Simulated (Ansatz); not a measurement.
## Varying the input for Au

All trials start from this Ansatz input:

```yaml
crystal:
  lattice:
    - [1.411309965, -2.555933025, 0.0]
    - [1.411309965, 2.555933025, 0.0]
    - [0.0, 0.0, 4.89316961]
  atoms:
    - { symbol: Au, position: [0.66532797, 0.33467203, 0.25] }
    - { symbol: Au, position: [0.33467203, 0.66532797, 0.75] }
basis:
  ecutwfc: 420
kpoints:
  mp_grid: { grid: [6, 6, 4] }
hamiltonian:
  xc: pbe
scf:
  occupations: { method: gaussian, width: 0.1 }
output:
  forces: true
  stress: true
  eigenvalues: true
```

Command:

```bash
ansatz run input.yaml --threads 1 --pin off --max-ram 1331MiB --backend cpu --events-out ev --progress --plain --runs-dir out
```

The run converges in 6 SCF iterations on 39 irreducible k-points: pressure 3.38 GPa, largest force 0.027 eV/Å, no gap.

The inputs are trials, many of them unsound on purpose. Their numbers show the effect of the settings and aren't properties of the material. Each trial's input is given as a difference from the reference's; energies are extrapolated to zero smearing where there is one, and pressure is positive in compression.

Trial 1 (volume scaled):

```diff
 crystal:
   lattice:
-    - [1.411309965, -2.555933025, 0.0]
-    - [1.411309965, 2.555933025, 0.0]
-    - [0.0, 0.0, 4.89316961]
+    - [1.340548966, -2.4277823148, 0.0]
+    - [1.340548966, 2.4277823148, 0.0]
+    - [0.0, 0.0, 4.6478333063]
 basis:
+  xc_grid: 4
```

What does the program give?

The run converges in 6 SCF iterations on 39 irreducible k-points: energy 299 meV per atom above the reference, pressure 40.53 GPa, largest force 0.113 eV/Å, no gap.

Trial 2:

```diff
 basis:
-  ecutwfc: 420
+  ecutwfc: 40
 kpoints:
-  mp_grid: { grid: [6, 6, 4] }
+  mp_grid: { grid: [3, 2, 1] }
+  band_path: { path: [VBM, CBM], npoints: 5 }
 hamiltonian:
-  xc: pbe
+  xc: revpbe
 scf:
-  occupations: { method: gaussian, width: 0.1 }
+  occupations: { method: fermi_dirac, width: 0.13 }
+  lower_state_search: "off"
+  mixing: { algorithm: broyden, beta: 0.09, ndim: 1 }
+  initial_density: { chi_scale: 0, normalization: atom }
+  max_iter: 80
+  convergence: { dr2_threshold: "1e-10 eV" }
+magnetization:
+  spin_polarized: true
+  initial_magnetization: 6.0
```

What does the program give?

The program refuses the input:

```text
Error: inconsistent input (basis.ecutwfc, kpoints): the smallest per-k basis holds n_pw = 16 plane waves (k-point 1, counted from 0 among those solved) but the deck needs at least 22 band(s) per channel, and no run solves more bands than the smallest per-k basis has plane waves …
```

Trial 3:

```diff
 hamiltonian:
+  hubbard:
+    sites: [{ species: Au, l: d, u: 5.8, j: 0.49 }]
+    projectors: atomic
+  dispersion: d3bj
```

What happens?

The run converges in 7 SCF iterations on 39 irreducible k-points: pressure 0.48 GPa, largest force 0.005 eV/Å, no gap. It warns that the count of filled bands differs between k-points. Under a U the state reached may not be the lowest.

Trial 4:

```diff
 basis:
+  ecutrho_ratio: 2
 kpoints:
-  mp_grid: { grid: [6, 6, 4] }
+  mp_grid: { grid: [4, 4, 2], shift: [0.25, 0.25, 0.25] }
 hamiltonian:
-  xc: pbe
+  xc: pbesol
 scf:
+  max_iter: 81
```

What happens?

The run converges in 6 SCF iterations on 20 irreducible k-points: pressure -5.47 GPa, largest force 0.042 eV/Å, no gap. It warns that the density cutoff lies under the recommended one; that the mesh lowers the symmetry.

Trial 5:

```diff
 hamiltonian:
-  xc: pbe
+  xc: pw92
```

What does the program give?

The run converges in 6 SCF iterations on 39 irreducible k-points: pressure -9.48 GPa, largest force 0.020 eV/Å, no gap.

Trial 6:

```diff
 hamiltonian:
-  xc: pbe
+  xc: rpbe
```

How does this run end?

The run converges in 6 SCF iterations on 39 irreducible k-points: pressure 7.34 GPa, largest force 0.027 eV/Å, no gap. Forces of RPBE on these PAW sets can be off by 10 %.